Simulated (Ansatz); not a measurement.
# Tantalum (fcc) across density functionals

All rows: Ansatz, plane waves with scalar-relativistic PAW, 420 eV (500 eV for the SCAN forms), relaxed under each functional, no dispersion correction, no zero-point motion. B₀ comes from uniform scaling at fixed shape; a dash is a value not given.

```csv
functional,V (Å³/atom),cell,B₀ (GPa),magnetic state,ΔE to bcc (meV/atom)
PBE,18.83,a = 4.223 Å,190,spin not included,239
r²SCAN,18.62,a = 4.208 Å,198,spin not included,243
LDA,17.76,a = 4.141 Å,210,spin not included,289
revPBE,19.06,a = 4.241 Å,185,spin not included,229
RPBE,19.16,a = 4.247 Å,183,spin not included,225
BLYP,19.39,a = 4.265 Å,177,spin not included,229
```

Problem. What does PBEsol give?

Solution. V (Å³/atom): 18.21; cell: a = 4.176 Å; B₀ (GPa): 203; magnetic state: spin not included; ΔE to bcc (meV/atom): 265.
